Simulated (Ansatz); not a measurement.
A plane-wave DFT run in Ansatz 0.2.0 (scalar-relativistic PAW potentials unless the input names others): input and command.

```yaml
crystal:
  lattice:
    - [0.0, 2.4616936, 2.4616936]
    - [2.4616936, 0.0, 2.4616936]
    - [2.4616936, 2.4616936, 0.0]
  atoms:
    - { symbol: Hg, position: [0.0, 0.0, 0.0] }
    - { symbol: Te, position: [0.5243734639, 0.4756265361, 0.5243734639] }
basis:
  ecutwfc: 420
kpoints:
  mp_grid: { grid: [10, 10, 10] }
hamiltonian:
  xc: pbesol
scf:
  occupations: { method: gaussian, width: 0.1 }
  max_iter: 80
output:
  forces: true
  eigenvalues: true
  stress: true
```

```bash
ansatz run input.yaml --threads 1 --pin off --max-ram 1331MiB --backend cpu --events-out ev --progress --plain --runs-dir out
```

Abridged log:
```
Basis set: ecut = 420 eV, 561 PW (Γ), exchange–correlation on 48×48×48 points (8 copies of the dense FFT grid, shifted against one another)
Bands: 22, of which v1, the nominal top of the filled ones, is band 18 counted from 1 (17 counted from 0)
Symmetry: 8 space group operations
k-points: 102 of 1000 (time reversal used)
SCF iter   1: F=—  HF=-20562.583943 eV  |F-HF|=—  |Δ(HF+E_count)|=         —  Δρ=5.36e-3  dr2=8.66e-3  ethr=1.77e-3  ⟨swp⟩=5.4  Hψ=9765  notcnv=0
SCF iter   2: F=—  HF=-20562.581263 eV  |F-HF|=—  |Δ(HF+E_count)|=   2.68e-3  Δρ=2.17e-3  dr2=7.70e-4  ethr=2.41e-5  ⟨swp⟩=2.0  Hψ=4010  notcnv=0
SCF iter   3: F=—  HF=-20562.581201 eV  |F-HF|=—  |Δ(HF+E_count)|=   6.21e-5  Δρ=9.67e-4  dr2=9.32e-5  ethr=2.14e-6  ⟨swp⟩=2.2  Hψ=3347  notcnv=0
SCF iter   4: F=—  HF=-20562.581261 eV  |F-HF|=—  |Δ(HF+E_count)|=   5.96e-5  Δρ=2.33e-4  dr2=5.35e-6  ethr=2.59e-7  ⟨swp⟩=2.0  Hψ=3665  notcnv=0
SCF iter   5: F=—  HF=-20562.581266 eV  |F-HF|=—  |Δ(HF+E_count)|=   5.32e-6  Δρ=4.08e-5  dr2=1.23e-7  ethr=1.49e-8  ⟨swp⟩=2.3  Hψ=3118  notcnv=0
SCF iter   6: F=-20562.581266 eV  HF=-20562.581266 eV  |F-HF|=7.10e-9  |Δ(HF+E_count)|=   2.23e-7  Δρ=5.71e-6  dr2=9.57e-9  ethr=2.78e-10  ⟨swp⟩=5.1  Hψ=8674  notcnv=0
SCF 1 converged in 6 iterations: F = -20562.581266 eV  dr2 = 9.57e-9
SCF converged after 6 iterations
Free energy (F): -20562.581266 eV
Harris-Foulkes:  -20562.581266 eV  (|F-HF|=7.10e-9)
Internal energy: -20562.579945 eV  (E = F + TS)
E sigma→0 (E₀):  -20562.580606 eV
Entropy (-TS):   -0.001321 eV (-0.661 meV/atom)
Fermi energy:    27.190958 eV
--- Forces (eV/Å), atoms counted from 1 ---
  atom   1  Hg     0.00000000     3.13888549     0.00000000
  atom   2  Te     0.00000000    -3.13883520     0.00000000
--- Stress (GPa, compression-positive) ---
      164.278328       0.000000       0.000000
        0.000000     175.789761       0.000000
        0.000000       0.000000     164.278328
  P = ⅓ Tr σ = 168.1155 GPa (1681.155 kbar)
```

Question: The run was meant for a cell not far from equilibrium. What should be changed?

Answer: The fault is a lattice far too small (lattice vectors times 0.800). Setting it back cures it. The run converged all the same, with an energy at zero smearing 3.5 eV/atom above the reference's, pressure 168.12 GPa, largest force 3.139 eV/Å, no gap on the mesh, so convergence alone doesn't show that an input is right. A reference run of the cell with lattice vectors 0.0000 3.0771 3.0771; 3.0771 0.0000 3.0771; 3.0771 3.0771 0.0000 Å and the atoms in their places converged with pressure -3.34 GPa, largest force 0.241 eV/Å, no gap on the mesh.